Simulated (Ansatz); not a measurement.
**Magnetovolume behaviour of Pd (P63/mmc)**

The reference geometry is a structure from the Materials Project; nothing is relaxed.

Functional, mesh and filling: PBE, 14×14×7 k mesh, Fermi–Dirac smearing of 0.05 eV. PAW means Ansatz 0.2.0 on its default frozen-core files; LAPW is all-electron LAPW in Ansatz 0.2.0. Site moments are integrated in spheres about the atoms, whose radii differ between the methods.

Input of the first run:

```yaml
crystal:
  lattice:
    - [2.7836650458, 0.0, 0.0]
    - [-1.3918325229, 2.4107246453, 0.0]
    - [0.0, 0.0, 4.628893]
  atoms:
    - { symbol: Pd, position: [0.6666666667, 0.3333333333, 0.75], spin: 0.6 }
    - { symbol: Pd, position: [0.3333333333, 0.6666666667, 0.25], spin: 0.6 }
magnetization:
  spin_polarized: true
kpoints:
  mp_grid: { grid: [14, 14, 7] }
scf:
  occupations: { method: fermi_dirac, width: 0.05 }
  lower_state_search: "off"
hamiltonian:
  xc: pbe
  pseudopotentials: { kind: paw }
output:
  forces: true
  stress: true
  eigenvalues: true
  populations: true
```

Command: `ansatz run input.yaml --threads 1 --pin off --max-ram 3072MiB --backend cpu --events-out ev --progress --plain --runs-dir out`

The input for «volume scaled by 0.8» by LAPW differs from it in these lines, output keys apart:

```diff
-    - [2.7836650458, 0.0, 0.0]
-    - [-1.3918325229, 2.4107246453, 0.0]
-    - [0.0, 0.0, 4.628893]
+    - [2.5841257186, 0.0, 0.0]
+    - [-1.2920628593, 2.2379185189, 0.0]
+    - [0.0, 0.0, 4.2970836122]
-  pseudopotentials: { kind: paw }
+  pseudopotentials: { kind: all_electron, lapw: { basis_error: 0.0005 } }
```

The cell shown is scaled evenly to other volumes, and every spin-polarised run starts from the same moments.

```
V/V₀  Å³/atom  M PAW (μB/cell)  M LAPW (μB/cell)  largest site moment, PAW (μB)  P PAW (GPa)  P LAPW (GPa)  F − F(unpolarised), PAW (meV/atom)
0.72    11.18             0.00              0.00                           0.00        125.4         125.5                                   0
 0.8    12.43             0.00              0.00                           0.00         63.6          63.6                                   0
0.85    13.20             0.00                 –                           0.00            ?             –                                   0
 0.9    13.98             0.35                 –                           0.18         21.0             –                                   0
0.95    14.75             0.64              0.66                           0.33          8.2           8.1                                  -1
   1    15.53             0.76              0.76                           0.39         -1.1          -1.2                                   –
1.05    16.31                ?                 –                           0.41            ?             –                                  -4
 1.1    17.08             0.83              0.84                           0.43        -12.6         -12.7                                  -6
1.18    18.33             0.85              0.85                           0.44        -17.5         -17.6                                  -8
```

What belongs in the row "1.05", column "M PAW (μB/cell)"?

0.81.

Fill in "P PAW (GPa)" for the row "1.05".

-7.8.

What belongs in the row "0.85", column "P PAW (GPa)"?

38.8.

The moments are gone at V/V₀ = 0.85 (39 GPa) and below, and present from 0.9 (21 GPa) upwards, where the largest is 0.18 μB at first.

How fast does the largest site moment change with volume about V₀?

d ln m/d ln V ≈ ln(0.413/0.329)/ln(1.05/0.95) = 2.28. A value over one marks an itinerant moment that hangs on the bandwidth.

Fit a third-order Birch–Murnaghan equation to the PAW pressures of the magnetic runs between 0.85 and 1.11 V₀. What are the zero-pressure volume and bulk modulus, and what do the unpolarised runs give?

V = 15.43 Å³/atom (0.993 V₀), B = 163 GPa, B′ = 5.4, with a worst miss of 0.02 GPa. The unpolarised pressures, 38.8, 20.9, 7.9, -8.1, -12.9 GPa at V/V₀ = 0.85, 0.9, 0.95, 1.05, 1.1, give 15.40 Å³/atom and 165 GPa, so the moments change the volume by +0.2 %. Cell shape and inner coordinates are held, so these aren't the relaxed crystal's values unless symmetry fixes them.

 The Ansatz runs typed with the search for lower states off end where their start leads. None of this fixes the real material's magnetic order: only patterns that fit the cell were computed, at zero temperature, with a functional that can overstate moments.
